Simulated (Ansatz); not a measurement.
# Residual resistivity of an alloy: Os(0001) with 2 layers of random Os-Pd, 2x2, part 2 of 2

Wanted: resistance against the alloy's length, first Os(0001) with 2 layers of random Os-Pd, 2x2.

Ansatz 0.2.0; Ansatz plane-wave DFT, PBE, PAW files; ballistic transport by layer matching (Landauer), zero bias; PAW set soft_1.

So far. Step 3 (With 6 alloy layers): Over the solved energies the transmission per spin lies between 1.19 and 1.23, out of 4.49 channels of the lead on average (up to 4.55).

## (4) With 10 alloy layers

In 10 layers a share of 0.75 of the sites is given to Pd at random. A fresh draw is used; the growth of the resistance with length is what counts.

System of this step: Os(0001) with 10 layers of random Os-Pd, 2x2. The cell holds 80 atoms: 50 Os and 30 Pd. Cell: a = 5.468 Å, b = 5.468 Å, c = 43.197 Å, α = 90.0°, β = 90.0°, γ = 120.0°. It derives from Os. Regions: lead, 40 atoms (40 Os); scattering region, 40 atoms (30 Pd and 10 Os). The structure is stacked along c, and the current runs across the ab planes.

File input.yaml:

```yaml
crystal:
  lattice:
    - [5.4682, 0.0, 0.0]
    - [-2.7341, 4.735600113, 0.0]
    - [0.0, 0.0, 43.197]
  atoms:
    - { symbol: Os, position: [0.1666666667, 0.3333333333, 0.025] }
    - { symbol: Os, position: [0.1666666667, 0.8333333333, 0.025] }
    - { symbol: Os, position: [0.6666666667, 0.3333333333, 0.025] }
    - { symbol: Os, position: [0.6666666667, 0.8333333333, 0.025] }
    - { symbol: Os, position: [0.3333333333, 0.1666666667, 0.075] }
    - { symbol: Os, position: [0.3333333333, 0.6666666667, 0.075] }
    - { symbol: Os, position: [0.8333333333, 0.1666666667, 0.075] }
    - { symbol: Os, position: [0.8333333333, 0.6666666667, 0.075] }
    - { symbol: Os, position: [0.1666666667, 0.3333333333, 0.125] }
    - { symbol: Os, position: [0.1666666667, 0.8333333333, 0.125] }
    - { symbol: Os, position: [0.6666666667, 0.3333333333, 0.125] }
    - { symbol: Os, position: [0.6666666667, 0.8333333333, 0.125] }
    - { symbol: Os, position: [0.3333333333, 0.1666666667, 0.175] }
    - { symbol: Os, position: [0.3333333333, 0.6666666667, 0.175] }
    - { symbol: Os, position: [0.8333333333, 0.1666666667, 0.175] }
    - { symbol: Os, position: [0.8333333333, 0.6666666667, 0.175] }
    - { symbol: Os, position: [0.1666666667, 0.3333333333, 0.225] }
    - { symbol: Os, position: [0.1666666667, 0.8333333333, 0.225] }
    - { symbol: Os, position: [0.6666666667, 0.3333333333, 0.225] }
    - { symbol: Os, position: [0.6666666667, 0.8333333333, 0.225] }
    - { symbol: Pd, position: [0.3333333333, 0.1666666667, 0.275] }
    - { symbol: Pd, position: [0.3333333333, 0.6666666667, 0.275] }
    - { symbol: Pd, position: [0.8333333333, 0.1666666667, 0.275] }
    - { symbol: Pd, position: [0.8333333333, 0.6666666667, 0.275] }
    - { symbol: Pd, position: [0.1666666667, 0.3333333333, 0.325] }
    - { symbol: Pd, position: [0.1666666667, 0.8333333333, 0.325] }
    - { symbol: Pd, position: [0.6666666667, 0.3333333333, 0.325] }
    - { symbol: Os, position: [0.6666666667, 0.8333333333, 0.325] }
    - { symbol: Pd, position: [0.3333333333, 0.1666666667, 0.375] }
    - { symbol: Os, position: [0.3333333333, 0.6666666667, 0.375] }
    - { symbol: Pd, position: [0.8333333333, 0.1666666667, 0.375] }
    - { symbol: Pd, position: [0.8333333333, 0.6666666667, 0.375] }
    - { symbol: Pd, position: [0.1666666667, 0.3333333333, 0.425] }
    - { symbol: Pd, position: [0.1666666667, 0.8333333333, 0.425] }
    - { symbol: Pd, position: [0.6666666667, 0.3333333333, 0.425] }
    - { symbol: Pd, position: [0.6666666667, 0.8333333333, 0.425] }
    - { symbol: Pd, position: [0.3333333333, 0.1666666667, 0.475] }
    - { symbol: Pd, position: [0.3333333333, 0.6666666667, 0.475] }
    - { symbol: Os, position: [0.8333333333, 0.1666666667, 0.475] }
    - { symbol: Pd, position: [0.8333333333, 0.6666666667, 0.475] }
    - { symbol: Pd, position: [0.1666666667, 0.3333333333, 0.525] }
    - { symbol: Pd, position: [0.1666666667, 0.8333333333, 0.525] }
    - { symbol: Pd, position: [0.6666666667, 0.3333333333, 0.525] }
    - { symbol: Os, position: [0.6666666667, 0.8333333333, 0.525] }
    - { symbol: Os, position: [0.3333333333, 0.1666666667, 0.575] }
    - { symbol: Os, position: [0.3333333333, 0.6666666667, 0.575] }
    - { symbol: Pd, position: [0.8333333333, 0.1666666667, 0.575] }
    - { symbol: Pd, position: [0.8333333333, 0.6666666667, 0.575] }
    - { symbol: Os, position: [0.1666666667, 0.3333333333, 0.625] }
    - { symbol: Pd, position: [0.1666666667, 0.8333333333, 0.625] }
    - { symbol: Pd, position: [0.6666666667, 0.3333333333, 0.625] }
    - { symbol: Pd, position: [0.6666666667, 0.8333333333, 0.625] }
    - { symbol: Pd, position: [0.3333333333, 0.1666666667, 0.675] }
    - { symbol: Pd, position: [0.3333333333, 0.6666666667, 0.675] }
    - { symbol: Pd, position: [0.8333333333, 0.1666666667, 0.675] }
    - { symbol: Pd, position: [0.8333333333, 0.6666666667, 0.675] }
    - { symbol: Os, position: [0.1666666667, 0.3333333333, 0.725] }
    - { symbol: Os, position: [0.1666666667, 0.8333333333, 0.725] }
    - { symbol: Os, position: [0.6666666667, 0.3333333333, 0.725] }
    - { symbol: Pd, position: [0.6666666667, 0.8333333333, 0.725] }
    - { symbol: Os, position: [0.3333333333, 0.1666666667, 0.775] }
    - { symbol: Os, position: [0.3333333333, 0.6666666667, 0.775] }
    - { symbol: Os, position: [0.8333333333, 0.1666666667, 0.775] }
    - { symbol: Os, position: [0.8333333333, 0.6666666667, 0.775] }
    - { symbol: Os, position: [0.1666666667, 0.3333333333, 0.825] }
    - { symbol: Os, position: [0.1666666667, 0.8333333333, 0.825] }
    - { symbol: Os, position: [0.6666666667, 0.3333333333, 0.825] }
    - { symbol: Os, position: [0.6666666667, 0.8333333333, 0.825] }
    - { symbol: Os, position: [0.3333333333, 0.1666666667, 0.875] }
    - { symbol: Os, position: [0.3333333333, 0.6666666667, 0.875] }
    - { symbol: Os, position: [0.8333333333, 0.1666666667, 0.875] }
    - { symbol: Os, position: [0.8333333333, 0.6666666667, 0.875] }
    - { symbol: Os, position: [0.1666666667, 0.3333333333, 0.925] }
    - { symbol: Os, position: [0.1666666667, 0.8333333333, 0.925] }
    - { symbol: Os, position: [0.6666666667, 0.3333333333, 0.925] }
    - { symbol: Os, position: [0.6666666667, 0.8333333333, 0.925] }
    - { symbol: Os, position: [0.3333333333, 0.1666666667, 0.975] }
    - { symbol: Os, position: [0.3333333333, 0.6666666667, 0.975] }
    - { symbol: Os, position: [0.8333333333, 0.1666666667, 0.975] }
    - { symbol: Os, position: [0.8333333333, 0.6666666667, 0.975] }
kpoints:
  mp_grid: { grid: [5, 5, 1] }
hamiltonian:
  xc: pbe
  pseudopotentials: { kind: paw, azcp: { folder: soft_1 } }
scf:
  occupations: { method: fermi_dirac, width: 0.1 }
output:
  transmission:
    leads: [[0, 8]]
    kmesh: [10, 10]
    e_range: [-0.05, 0.05]
    de: 0.05
  write_potential: true
  write_density: true
  volumetric_format: npy
```

On the command line:

```
$ ansatz run input.yaml --threads 4 --pin off --max-ram 15360MiB --backend cpu --events-out ev --progress --plain --runs-dir out
```

Numbers of over 12 decimals in the logs are rounded to 6 here.

What it wrote:

```text
[...]
Crystal: 80 atoms, lattice volume = 1118.595 Å³
Basis set: ecut = 420 eV, 21739 PW (Γ)
Bands: 804, of which v1, the nominal top of the filled ones, is band 670 counted from 1 (669 counted from 0)
Symmetry: 1 space group operations
[...]
k-points: 13 of 25 (time reversal used)
[...]
SCF iter   1: F=—  HF=-778715.254826 eV  |F-HF|=—  |Δ(HF+E_count)|=         —  Δρ=3.63e-1  dr2=8.57e4  ethr=3.10e-3  ⟨swp⟩=5.0  Hψ=34666  notcnv=0  defer=323
[...]
SCF iter  14: F=-778473.378078 eV  HF=-778473.378078 eV  |F-HF|=4.19e-9  |Δ(HF+E_count)|=   1.16e-9  Δρ=1.50e-7  dr2=4.17e-9  ethr=7.46e-12  ⟨swp⟩=9.2  Hψ=29414  notcnv=0
SCF 1 converged in 14 iterations: F = -778473.378078 eV  dr2 = 4.17e-9
[...]
transmission: 412 of 4108 steps passed
transmission: 822 of 4108 steps passed
[...]
transmission: 4108 of 4108 steps passed
SCF converged after 14 iterations
Free energy (F): -778473.378078 eV
[...]
Internal energy: -778471.040645 eV  (E = F + TS)
E sigma→0 (E₀):  -778472.209362 eV
Entropy (-TS):   -2.337433 eV (-29.218 meV/atom)
Fermi energy:    24.339901 eV
[...]
--- Band table (eV; the first three rows and the last of 13) ---
  k-point 0: bands = [... 666 lower, 24.9137, 24.9216, 24.9520, 24.9702, 24.9766, 25.0147, 25.0251, 25.0415, ... 130 higher]
  k-point 1: bands = [... 666 lower, 24.5535, 24.5778, 24.5924, 24.6618, 24.6729, 24.6974, 24.7114, 24.7277, ... 130 higher]
  k-point 2: bands = [... 666 lower, 24.1386, 24.1493, 24.1517, 24.1691, 24.1812, 24.2427, 24.2631, 24.3057, ... 130 higher]
  k-point 12: bands = [... 666 lower, 24.1945, 24.2100, 24.2435, 24.3045, 24.3482, 24.3784, 24.3864, 24.3975, ... 130 higher]
--- Transmission ---
  basis      : 223 plane waves across, 79 finite elements along
  points     : 52, standing for a mesh of 10 x 10
[...]
channels       : 4.550000e0 a spin
[...]
junction   : crystal 0 to crystal 0, 0.70 to 39.58 Å
    transmission   : 9.484848e-1 a spin
[...]
```

The job ended after 34 min (4 threads of Arm Neoverse V1, shared host; peak memory 9.1 GiB; 2.2 h of CPU time).

Numbers from this step:

| Property | Result |
| --- | --- |
| free energy | -778473.3781 eV |
| energy at zero smearing | -778472.2094 eV |
| Fermi energy | 24.34 eV |
| transmission per spin nearest the Fermi level | 0.9485 |
| open channels per spin nearest the Fermi level | 4.55 |
| step of the lead's potential | 33.1 meV |

Per spin. Table of transmission, zone mean by energy, zero at the Fermi level:

```tsv
energy (eV)	transmission, zone mean
-0.0500	0.977
0.0000	0.948
0.0500	0.894
```

Over the solved energies the transmission per spin lies between 0.894 and 0.977, out of 4.53 channels of the lead on average (up to 4.55). The log calls the step of a lead's potential too much.

## (5) The fit

This step: Ansatz plane-wave DFT, PBE, PAW files; ballistic transport by layer matching (Landauer), zero bias; residual resistivity from the slope of the area resistance, atoms on the host's lattice; PAW set soft_1 (Ansatz 0.2.0).

Numbers from this step:

| Quantity | Value |
| --- | --- |
| resistivity | 119.5 µΩ cm |
| intercept | 0.3152 fΩ m² |
| scatter about the fit | 0.1094 fΩ m² |

Resistance, by row:

```tsv
run	length (Å)	T	channels N	RA (fΩ m²)
n2	4.32	2.257	4.6	0.7542
n6	12.96	1.21	4.493	2.019
n10	21.6	0.9396	4.533	2.82
```

Table of area resistance by length of the alloy:

```tsv
length of the alloy (Å)	area resistance (fΩ m²)
4.32	0.754
12.96	2.02
21.60	2.82
```

The area resistance goes from 0.75 to 2.8 fΩ m² between 4.3 and 21.6 Å, a slope of 120 µΩ cm.

By hand from the end points: (2.820 − 0.7542) fΩ m² / (21.60 − 4.32) Å = 120 µΩ cm, since 1 fΩ m² per Å is 1000 µΩ cm.

## (6) Results

```json
{
  "resistivity from the slope": "120 µΩ cm",
  "area resistance over 4.32 Å": "0.754 fΩ m²",
  "area resistance over 13.0 Å": "2.02 fΩ m²",
  "area resistance over 21.6 Å": "2.82 fΩ m²"
}
```

What this shows: The slope gives 120 µΩ cm. The points scatter by 0.11 fΩ m² about the line, with one random draw a length in a 2x2 cell, so the slope is a rough value. The lead's own channel count moves between the runs (4.6, 4.49 and 4.53), which shifts RA and the slope too. Read with a model of isotropic scattering on a spherical Fermi surface and the lead's 1.4×10¹⁵ S/m², this slope means a mean free path near 4.6 Å (a rough figure, since the alloy's own channel count differs); over these lengths the model's slope is within 3 % of its bulk resistivity, though a free path of a few ångströms strains the picture. The atoms sit on the host's lattice, so scattering by size misfit is left out. With 75 % of Pd, whose own structure is another, this is a hypothetical phase. Spin-orbit coupling is left out, which matters for Os. A lead's potential steps by up to 34 meV from period to period, which the log calls too much, so longer leads could move the result.

[Logs are printed without paths, hosts, clocks, repeated set-up lines and the standing remarks that a program may print on its own settings, such as how far it seeks lower states.]

[Hosts, paths, dates, database ids (printed as entryN), source tags and the programs' standing remarks are cut or masked in the printed files.]
